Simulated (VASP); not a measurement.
Crystal: As.

```xyz
16
Lattice="3.7616 2.1718 7.0281 -3.7616 2.1718 7.0281 0.0000 -4.3435 7.0281" Properties=species:S:1:pos:R:3 pbc="T T T"
As    0.0000    0.0000    2.3825
As    0.0000   -2.1718    5.8966
As   -1.8808    1.0859    5.8966
As   -1.8808   -1.0859    9.4107
As    1.8808    1.0859    5.8966
As    1.8808   -1.0859    9.4107
As    0.0000    2.1718    9.4107
As    0.0000    0.0000   12.9247
As    0.0000    0.0000    8.1597
As    0.0000   -2.1718   11.6737
As   -1.8808    1.0859   11.6737
As   -1.8808   -1.0859   15.1878
As    1.8808    1.0859   11.6737
As    1.8808   -1.0859   15.1878
As    0.0000    2.1718   15.1878
As    0.0000    0.0000   18.7018
```

| Item | Value |
| --- | --- |
| Program | VASP 6.6.1 |
| Task | phonon dispersion |
| Functional | PBE |
| Potentials or basis | VASP PAW PBE potentials, release 64 (As) |
| Cutoff | 520 eV |
| k mesh | 3 × 3 × 3 |
| Occupations | gaussian, width 0.02 eV |
| Spin | no spin polarisation |
| Long-range dipole term | no |
| Supercell matrix | [2, 0, 0, 0, 2, 0, 0, 0, 2] |
| Further INCAR settings | LREAL = Auto; ALGO = Fast; EDIFF = 1e-07; IBRION = 6; POTIM = 0.015; NSW = 1 |

Question: Is this structure dynamically stable at this level, and how far does the spectrum reach?

Answer: Probably: the only imaginary values, down to 12i cm⁻¹ near q = (0.05, 0.00, -0.05), are small enough to come from the interpolation. The highest frequency is 262 cm⁻¹.

Phonon frequencies at the corners of the path (cm⁻¹, interpolated; i marks imaginary ones):
| point | frequencies |
| --- | --- |
| Γ | 0 0 0 197 197 262 |
| L | 95 103 116 219 220 244 |
| B1 | 73 101 112 209 213 219 |
| B | 73 101 112 209 213 219 |
| Z | 66 66 76 235 235 256 |
| X | 77 98 121 210 212 217 |
| Q | 77 98 121 210 212 217 |
| F | 70 77 107 190 204 228 |
| P1 | 69 81 113 203 209 233 |
| P | 69 81 113 203 209 233 |

A q mesh this small can miss soft modes between its points.

Caveat: some modes are imaginary.
